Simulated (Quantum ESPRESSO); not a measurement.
# 2H-WS2, 1 layer: solver and mixing choices, part 2 of 3

Which eigensolver and mixing suits 2H-WS2, 1 layer? The physics should not care; the clock does.

Quantum ESPRESSO 7.5; plane-wave DFT, PBE, PseudoDojo norm-conserving pseudopotentials.

So far. Step 2 (Self-consistent run: david, local-TF mixing, beta 0.4 …): Inside the slab this potential holds the local part of the pseudopotentials, which can be repulsive at the nuclei; only its value in the vacuum has a meaning of its own. Step 3 (Self-consistent run: david, plain mixing, beta 0.4 …): Counted from each run's own zero (the valence top), the vacuum level differs from the first run's by -1 meV.

## Step 4: Ground state: david, plain mixing, beta 0.7, history 8

File c2.in:

```
&control
  prefix = 'c2'
  outdir = './out'
  pseudo_dir = './pseudo'
  calculation = 'scf'
  tprnfor = .true.
/
&system
  ibrav = 0
  nat = 3
  ntyp = 2
  ecutwfc = 62
  ecutrho = 248
  occupations = 'smearing'
  smearing = 'fd'
  degauss = 0.004
  assume_isolated = 'esm'
  esm_bc = 'bc1'
/
&electrons
  conv_thr = 1e-07
  mixing_beta = 0.7
  electron_maxstep = 80
  mixing_mode = 'plain'
  diagonalization = 'david'
  mixing_ndim = 8
/
ATOMIC_SPECIES
  S   32.0600  S.dojo-sr-pbe-0.4.1-standard.upf
  W   183.8400  W.dojo-sr-pbe-0.4.1-standard.upf
CELL_PARAMETERS angstrom
  3.18000000000000 0.00000000000000 0.00000000000000
  -1.59000000000000 2.75396078403451 0.00000000000000
  0.00000000000000 0.00000000000000 20.47562023241895
ATOMIC_POSITIONS crystal
  S   0.333333333333 0.666666666667 -0.084872159988
  W   0.000000000000 0.000000000000 0.000000000000
  S   0.333333333333 0.666666666667 0.084872159988
K_POINTS automatic
  12 12 1 0 0 0
```

The run is started by

```sh
> OMP_NUM_THREADS=1 mpirun -n 4 pw.x -nk 4 -in c2.in > c2.out
```

Log:

```text
[banner, memory and clock lines left out]
Program PWSCF v.7.5 starts
[...]
Message from routine setup:
[...]
number of electrons       =        26.00
     number of Kohn-Sham states=           17
     kinetic-energy cutoff     =      62.0000  Ry
     charge density cutoff     =     248.0000  Ry
[...]
number of k points=    19  Fermi-Dirac smearing, width (Ry)=  0.0040
[...]
Dense  grid:    79525 G-vectors     FFT dimensions: (  32,  32, 200)
[...]
negative rho (up, down):  5.795E-05 0.000E+00
     Starting wfcs are   18 randomized atomic wfcs
[...]
estimated scf accuracy    <       0.09631947 Ry
[...]
estimated scf accuracy    <       0.93250387 Ry
[...]
estimated scf accuracy    <       0.00511827 Ry
[...]
estimated scf accuracy    <       0.01382336 Ry
[...]
estimated scf accuracy    <       0.00094480 Ry
[...]
estimated scf accuracy    <       0.00193770 Ry
[...]
estimated scf accuracy    <       0.00008684 Ry
[...]
estimated scf accuracy    <       0.00117009 Ry
[...]
estimated scf accuracy    <       0.00010313 Ry
[...]
estimated scf accuracy    <       0.00006274 Ry
[...]
estimated scf accuracy    <       0.00002200 Ry
[...]
estimated scf accuracy    <       0.00000896 Ry
[...]
estimated scf accuracy    <       0.00000803 Ry
[...]
estimated scf accuracy    <       0.00000838 Ry
[...]
estimated scf accuracy    <       0.00000685 Ry
[...]
estimated scf accuracy    <       0.00003150 Ry
[...]
estimated scf accuracy    <       0.00001526 Ry
[...]
the Fermi energy is    -4.8691 ev
!    total energy              =    -196.00140318 Ry
     estimated scf accuracy    <       0.00000004 Ry
     smearing contrib. (-TS)   =      -0.00000002 Ry
     internal energy E=F+TS    =    -196.00140317 Ry
[...]
one-electron contribution =     724.96293405 Ry
     hartree contribution      =    -367.73899814 Ry
     xc contribution           =     -45.63654479 Ry
     ewald contribution        =    -507.58879429 Ry
     convergence has been achieved in  18 iterations
[...]
Total force =     0.142610     Total SCF correction =     0.000423
[...]
```

The job ended after 28 s (4 MPI ranks of Arm Neoverse V2, shared host; peak memory 0.48 GiB).

This step gave:

| Item | Value |
| --- | --- |
| free energy | -2666.7349 eV |
| Fermi energy | -4.869 eV |
| valence top, on the run's zero | -5.541 eV |
| conduction bottom, on the run's zero | -4.131 eV |
| gap by band count | 1.410 eV |
| vacuum line at the lower end of the cell, over the valence top | 5.541 eV |
| vacuum line at the upper end of the cell, over the valence top | 5.541 eV |

The program's own clock; routines nest. Time by routine:

| routine | wall time (s) | calls |
| --- | --- | --- |
| PWSCF | 27.79 | 1 |
| electrons | 26.81 | 1 |
| c_bands | 22.9 | 19 |
| cegterg | 18.9 | 95 |
| h_psi | 15.69 | 625 |
| fftw | 12.77 | 12653 |
| vloc_psi | 12.53 | 625 |
| sum_band | 2.47 | 19 |
| add_vuspsi | 1.59 | 625 |
| calbec | 1.58 | 645 |
| h_psi:calbec | 1.5 | 625 |
| v_of_rho | 1.12 | 19 |
| init_us_2 | 0.67 | 200 |
| init_run | 0.66 | 1 |

Counted from each run's own zero (the valence top), the vacuum level differs from the first run's by -5 meV.

## Step 5: Self-consistent run: david, TF mixing, beta 0.4, history 8

c3.in, as its differences from the input of step 4:

```diff
@@ -1,3 +1,3 @@
 &control
-  prefix = 'c2'
+  prefix = 'c3'
   outdir = './out'
@@ -21,5 +21,5 @@
   conv_thr = 1e-07
-  mixing_beta = 0.7
+  mixing_beta = 0.4
   electron_maxstep = 80
-  mixing_mode = 'plain'
+  mixing_mode = 'TF'
   diagonalization = 'david'
```

The run is started by

```sh
> OMP_NUM_THREADS=1 mpirun -n 4 pw.x -nk 4 -in c3.in > c3.out
```

Log:

```text
[banner, memory and clock lines left out]
Program PWSCF v.7.5 starts
[...]
Message from routine setup:
[...]
number of electrons       =        26.00
     number of Kohn-Sham states=           17
     kinetic-energy cutoff     =      62.0000  Ry
     charge density cutoff     =     248.0000  Ry
[...]
number of k points=    19  Fermi-Dirac smearing, width (Ry)=  0.0040
[...]
Dense  grid:    79525 G-vectors     FFT dimensions: (  32,  32, 200)
[...]
negative rho (up, down):  5.795E-05 0.000E+00
     Starting wfcs are   18 randomized atomic wfcs
[...]
negative rho (up, down):  2.612E-05 0.000E+00
[...]
estimated scf accuracy    <       0.09631947 Ry
[...]
negative rho (up, down):  9.275E-06 0.000E+00
[...]
estimated scf accuracy    <       0.01846532 Ry
[...]
negative rho (up, down):  2.964E-05 0.000E+00
[...]
estimated scf accuracy    <       0.03730389 Ry
[...]
estimated scf accuracy    <       0.07801792 Ry
[...]
estimated scf accuracy    <       0.01849523 Ry
[...]
estimated scf accuracy    <       0.01174221 Ry
[...]
estimated scf accuracy    <       0.00216041 Ry
[...]
estimated scf accuracy    <       0.00471308 Ry
[...]
estimated scf accuracy    <       0.00645381 Ry
[...]
estimated scf accuracy    <       0.00798056 Ry
[...]
negative rho (up, down):  7.310E-04 0.000E+00
[...]
estimated scf accuracy    <       0.00494068 Ry
[...]
negative rho (up, down):  6.568E-04 0.000E+00
[...]
estimated scf accuracy    <       0.00037291 Ry
[...]
negative rho (up, down):  4.782E-03 0.000E+00
[...]
estimated scf accuracy    <       0.00344028 Ry
[...]
negative rho (up, down):  5.710E-03 0.000E+00
[...]
estimated scf accuracy    <       0.00256815 Ry
[...]
negative rho (up, down):  7.071E-03 0.000E+00
[...]
estimated scf accuracy    <       0.00272030 Ry
[...]
negative rho (up, down):  7.704E-03 0.000E+00
[...]
estimated scf accuracy    <       0.00137846 Ry
[...]
negative rho (up, down):  6.964E-03 0.000E+00
[...]
estimated scf accuracy    <       0.00060182 Ry
[...]
negative rho (up, down):  6.328E-03 0.000E+00
[...]
estimated scf accuracy    <       0.00082271 Ry
[...]
negative rho (up, down):  6.140E-03 0.000E+00
[...]
estimated scf accuracy    <       0.00021337 Ry
[...]
negative rho (up, down):  6.543E-03 0.000E+00
[...]
estimated scf accuracy    <       0.00013470 Ry
[...]
negative rho (up, down):  5.573E-03 0.000E+00
[...]
estimated scf accuracy    <       0.00006069 Ry
[...]
negative rho (up, down):  2.175E-03 0.000E+00
[...]
estimated scf accuracy    <       0.00023118 Ry
[...]
negative rho (up, down):  1.700E-03 0.000E+00
[...]
estimated scf accuracy    <       0.00011059 Ry
[...]
negative rho (up, down):  9.683E-04 0.000E+00
[...]
estimated scf accuracy    <       0.00000243 Ry
[...]
negative rho (up, down):  9.409E-04 0.000E+00
[...]
estimated scf accuracy    <       0.00002308 Ry
[...]
negative rho (up, down):  8.400E-04 0.000E+00
[...]
estimated scf accuracy    <       0.00000290 Ry
[...]
negative rho (up, down):  3.346E-04 0.000E+00
[...]
estimated scf accuracy    <       0.00000074 Ry
[...]
negative rho (up, down):  1.929E-04 0.000E+00
[...]
estimated scf accuracy    <       0.00000379 Ry
[...]
negative rho (up, down):  7.577E-05 0.000E+00
[...]
estimated scf accuracy    <       0.00000202 Ry
[...]
negative rho (up, down):  5.258E-05 0.000E+00
[...]
estimated scf accuracy    <       0.00000031 Ry
[...]
the Fermi energy is    -4.8746 ev
!    total energy              =    -196.00140383 Ry
     estimated scf accuracy    <       0.00000002 Ry
     smearing contrib. (-TS)   =      -0.00000002 Ry
     internal energy E=F+TS    =    -196.00140381 Ry
[...]
one-electron contribution =     724.97533680 Ry
     hartree contribution      =    -367.75137712 Ry
     xc contribution           =     -45.63656920 Ry
     ewald contribution        =    -507.58879429 Ry
     convergence has been achieved in  31 iterations
[...]
Total force =     0.140974     Total SCF correction =     0.000224
[...]
```

The job ended after 42 s (4 MPI ranks; peak memory 0.45 GiB; 2.8 min of CPU time).

This step gave:

| Item | Value |
| --- | --- |
| free energy | -2666.7350 eV |
| Fermi energy | -4.875 eV |
| valence top, on the run's zero | -5.547 eV |
| conduction bottom, on the run's zero | -4.136 eV |
| gap by band count | 1.411 eV |
| vacuum line at the lower end of the cell, over the valence top | 5.547 eV |
| vacuum line at the upper end of the cell, over the valence top | 5.547 eV |

The program's own clock; routines nest. Time by routine:

```
     routine  wall time (s)  calls
       PWSCF          41.01      1
   electrons          40.03      1
     c_bands          33.27     32
     cegterg          28.08    160
       h_psi          23.46    909
        fftw          19.49  18940
    vloc_psi          18.78    909
    sum_band           4.17     32
  add_vuspsi           2.35    909
      calbec           2.31    929
h_psi:calbec           2.23    909
    v_of_rho           1.97     32
   init_us_2           1.11    330
         fft           0.94    331
```

Counted from each run's own zero (the valence top), the vacuum level differs from the first run's by +1 meV.

## Step 6: SCF with pw.x: david, local-TF mixing, beta 0.7, history 8

c4.in, as its differences from the input of step 5:

```diff
@@ -1,3 +1,3 @@
 &control
-  prefix = 'c3'
+  prefix = 'c4'
   outdir = './out'
@@ -21,5 +21,5 @@
   conv_thr = 1e-07
-  mixing_beta = 0.4
+  mixing_beta = 0.7
   electron_maxstep = 80
-  mixing_mode = 'TF'
+  mixing_mode = 'local-TF'
   diagonalization = 'david'
```

The run is started by

```sh
> OMP_NUM_THREADS=1 mpirun -n 4 pw.x -nk 4 -in c4.in > c4.out
```

Log:

```text
[banner, memory and clock lines left out]
Program PWSCF v.7.5 starts
[...]
Message from routine setup:
[...]
number of electrons       =        26.00
     number of Kohn-Sham states=           17
     kinetic-energy cutoff     =      62.0000  Ry
     charge density cutoff     =     248.0000  Ry
[...]
number of k points=    19  Fermi-Dirac smearing, width (Ry)=  0.0040
[...]
Dense  grid:    79525 G-vectors     FFT dimensions: (  32,  32, 200)
[...]
negative rho (up, down):  5.795E-05 0.000E+00
     Starting wfcs are   18 randomized atomic wfcs
[...]
estimated scf accuracy    <       0.09631947 Ry
[...]
estimated scf accuracy    <       0.01316250 Ry
[...]
estimated scf accuracy    <       0.02725080 Ry
[...]
estimated scf accuracy    <       0.05302233 Ry
[...]
estimated scf accuracy    <       0.00589190 Ry
[...]
estimated scf accuracy    <       0.00240321 Ry
[...]
estimated scf accuracy    <       0.00069309 Ry
[...]
estimated scf accuracy    <       0.00193121 Ry
[...]
negative rho (up, down):  2.515E-05 0.000E+00
[...]
estimated scf accuracy    <       0.00088507 Ry
[...]
negative rho (up, down):  5.056E-04 0.000E+00
[...]
estimated scf accuracy    <       0.00149323 Ry
[...]
negative rho (up, down):  3.411E-04 0.000E+00
[...]
estimated scf accuracy    <       0.00022602 Ry
[...]
negative rho (up, down):  1.593E-04 0.000E+00
[...]
estimated scf accuracy    <       0.00018464 Ry
[...]
negative rho (up, down):  2.877E-05 0.000E+00
[...]
estimated scf accuracy    <       0.00004931 Ry
[...]
estimated scf accuracy    <       0.00000545 Ry
[...]
estimated scf accuracy    <       0.00000271 Ry
[...]
negative rho (up, down):  6.518E-07 0.000E+00
[...]
estimated scf accuracy    <       0.00000193 Ry
[...]
estimated scf accuracy    <       0.00000045 Ry
[...]
estimated scf accuracy    <       0.00000029 Ry
[...]
estimated scf accuracy    <       0.00000020 Ry
[...]
estimated scf accuracy    <       0.00000029 Ry
[...]
estimated scf accuracy    <       0.00000017 Ry
[...]
negative rho (up, down):  2.835E-07 0.000E+00
[...]
estimated scf accuracy    <       0.00000052 Ry
[...]
estimated scf accuracy    <       0.00000054 Ry
[...]
estimated scf accuracy    <       0.00000044 Ry
[...]
estimated scf accuracy    <       0.00000025 Ry
[...]
negative rho (up, down):  4.598E-08 0.000E+00
[...]
estimated scf accuracy    <       0.00000015 Ry
[...]
estimated scf accuracy    <       0.00000011 Ry
[...]
the Fermi energy is    -4.8728 ev
!    total energy              =    -196.00140379 Ry
     estimated scf accuracy    <       0.00000006 Ry
     smearing contrib. (-TS)   =      -0.00000002 Ry
     internal energy E=F+TS    =    -196.00140378 Ry
[...]
one-electron contribution =     724.97967324 Ry
     hartree contribution      =    -367.75563033 Ry
     xc contribution           =     -45.63665239 Ry
     ewald contribution        =    -507.58879429 Ry
     convergence has been achieved in  28 iterations
[...]
Total force =     0.140941     Total SCF correction =     0.000717
[...]
```

It took 50 s on 4 MPI ranks; peak memory 0.45 GiB.

Numbers from this step:

```
Fermi energy                                                   : -4.873 eV
valence top, on the run's zero                                 : -5.545 eV
conduction bottom, on the run's zero                           : -4.135 eV
vacuum line at the lower end of the cell, over the valence top : 5.545 eV
vacuum line at the upper end of the cell, over the valence top : 5.545 eV
```

The program's own clock; routines nest. Time by routine:

| routine | wall time (s) | calls |
| --- | --- | --- |
| PWSCF | 49.6 | 1 |
| electrons | 48.63 | 1 |
| c_bands | 29.98 | 29 |
| cegterg | 24.71 | 145 |
| h_psi | 20.67 | 757 |
| fftw | 17.21 | 17063 |
| vloc_psi | 16.57 | 757 |
| mix_rho | 12.92 | 29 |
| ffts | 8.23 | 3000 |
| sum_band | 3.74 | 29 |
| add_vuspsi | 2.06 | 757 |
| calbec | 2.04 | 777 |
| h_psi:calbec | 1.95 | 757 |
| v_of_rho | 1.75 | 29 |

Counted from each run's own zero (the valence top), the vacuum level differs from the first run's by -1 meV.

## Step 7: Self-consistent run: david, local-TF mixing, beta 0.2, history 8

c5.in, as its differences from the input of step 6:

```diff
@@ -1,3 +1,3 @@
 &control
-  prefix = 'c4'
+  prefix = 'c5'
   outdir = './out'
@@ -21,3 +21,3 @@
   conv_thr = 1e-07
-  mixing_beta = 0.7
+  mixing_beta = 0.2
   electron_maxstep = 80
```

The run is started by

```sh
> OMP_NUM_THREADS=1 mpirun -n 4 pw.x -nk 4 -in c5.in > c5.out
```

Log:

```text
[banner, memory and clock lines left out]
Program PWSCF v.7.5 starts
[...]
Message from routine setup:
[...]
number of electrons       =        26.00
     number of Kohn-Sham states=           17
     kinetic-energy cutoff     =      62.0000  Ry
     charge density cutoff     =     248.0000  Ry
[...]
number of k points=    19  Fermi-Dirac smearing, width (Ry)=  0.0040
[...]
Dense  grid:    79525 G-vectors     FFT dimensions: (  32,  32, 200)
[...]
negative rho (up, down):  5.795E-05 0.000E+00
     Starting wfcs are   18 randomized atomic wfcs
[...]
negative rho (up, down):  4.228E-06 0.000E+00
[...]
estimated scf accuracy    <       0.09631947 Ry
[...]
estimated scf accuracy    <       0.05775880 Ry
[...]
estimated scf accuracy    <       0.01517898 Ry
[...]
estimated scf accuracy    <       0.01225985 Ry
[...]
estimated scf accuracy    <       0.00646685 Ry
[...]
estimated scf accuracy    <       0.00663097 Ry
[...]
estimated scf accuracy    <       0.00414378 Ry
[...]
estimated scf accuracy    <       0.00082025 Ry
[...]
estimated scf accuracy    <       0.00102314 Ry
[...]
estimated scf accuracy    <       0.00666250 Ry
[...]
negative rho (up, down):  8.399E-04 0.000E+00
[...]
estimated scf accuracy    <       0.00514217 Ry
[...]
negative rho (up, down):  1.454E-03 0.000E+00
[...]
estimated scf accuracy    <       0.00162706 Ry
[...]
negative rho (up, down):  1.033E-03 0.000E+00
[...]
estimated scf accuracy    <       0.00005928 Ry
[...]
negative rho (up, down):  6.031E-04 0.000E+00
[...]
estimated scf accuracy    <       0.00010587 Ry
[...]
negative rho (up, down):  2.163E-04 0.000E+00
[...]
estimated scf accuracy    <       0.00006210 Ry
[...]
negative rho (up, down):  7.532E-05 0.000E+00
[...]
estimated scf accuracy    <       0.00003409 Ry
[...]
negative rho (up, down):  4.199E-05 0.000E+00
[...]
estimated scf accuracy    <       0.00001828 Ry
[...]
negative rho (up, down):  8.703E-05 0.000E+00
[...]
estimated scf accuracy    <       0.00000391 Ry
[...]
negative rho (up, down):  4.349E-05 0.000E+00
[...]
estimated scf accuracy    <       0.00000387 Ry
[...]
negative rho (up, down):  1.125E-04 0.000E+00
[...]
estimated scf accuracy    <       0.00000452 Ry
[...]
negative rho (up, down):  1.111E-04 0.000E+00
[...]
estimated scf accuracy    <       0.00000489 Ry
[...]
negative rho (up, down):  3.065E-05 0.000E+00
[...]
estimated scf accuracy    <       0.00000886 Ry
[...]
negative rho (up, down):  3.785E-05 0.000E+00
[...]
estimated scf accuracy    <       0.00007051 Ry
[...]
negative rho (up, down):  2.269E-05 0.000E+00
[...]
estimated scf accuracy    <       0.00008631 Ry
[...]
negative rho (up, down):  1.485E-07 0.000E+00
[...]
estimated scf accuracy    <       0.00006618 Ry
[...]
negative rho (up, down):  8.852E-06 0.000E+00
[...]
estimated scf accuracy    <       0.00002244 Ry
[...]
negative rho (up, down):  3.273E-05 0.000E+00
[...]
estimated scf accuracy    <       0.00001141 Ry
[...]
negative rho (up, down):  3.564E-05 0.000E+00
[...]
estimated scf accuracy    <       0.00000174 Ry
[...]
estimated scf accuracy    <       0.00000024 Ry
[...]
estimated scf accuracy    <       0.00000650 Ry
[...]
negative rho (up, down):  1.625E-08 0.000E+00
[...]
estimated scf accuracy    <       0.00000340 Ry
[...]
negative rho (up, down):  2.475E-06 0.000E+00
[...]
estimated scf accuracy    <       0.00000038 Ry
[...]
the Fermi energy is    -4.8753 ev
!    total energy              =    -196.00140385 Ry
     estimated scf accuracy    <       0.00000003 Ry
     smearing contrib. (-TS)   =      -0.00000002 Ry
     internal energy E=F+TS    =    -196.00140383 Ry
[...]
one-electron contribution =     724.97478693 Ry
     hartree contribution      =    -367.75083086 Ry
     xc contribution           =     -45.63656561 Ry
     ewald contribution        =    -507.58879429 Ry
     convergence has been achieved in  33 iterations
[...]
Total force =     0.141025     Total SCF correction =     0.000256
[...]
```

Run time: 61 s. Hardware: 4 MPI ranks; peak memory 0.5 GiB.

This step gave:

| Property | Result |
| --- | --- |
| Fermi energy | -4.875 eV |
| valence top, on the run's zero | -5.548 eV |
| conduction bottom, on the run's zero | -4.137 eV |
| vacuum line at the lower end of the cell, over the valence top | 5.548 eV |
| vacuum line at the upper end of the cell, over the valence top | 5.548 eV |

The program's own clock; routines nest. Time by routine:

```csv
routine,wall time (s),calls
PWSCF,60,1
electrons,59.02,1
c_bands,37.03,34
cegterg,30.53,170
h_psi,25.37,984
fftw,20.91,20698
vloc_psi,20.3,984
mix_rho,15.18,34
ffts,9.68,3506
sum_band,4.44,34
add_vuspsi,2.54,984
calbec,2.51,1004
h_psi:calbec,2.43,984
v_of_rho,2.04,34
```

Counted from each run's own zero (the valence top), the vacuum level differs from the first run's by +1 meV.

[end of part 2 of 3]

[Logs are printed without paths, hosts, clocks, repeated set-up lines and the standing remarks that a program may print on its own settings, such as how far it seeks lower states.]

[Hosts, paths, dates, database ids (printed as entryN), source tags and the programs' standing remarks are cut or masked in the printed files.]

[Maps of the electrostatic potential energy from Ansatz leave out the sawtooth potential of an applied field or a dipole correction, so their vacuum need not be flat; planar profiles and work functions include it.]
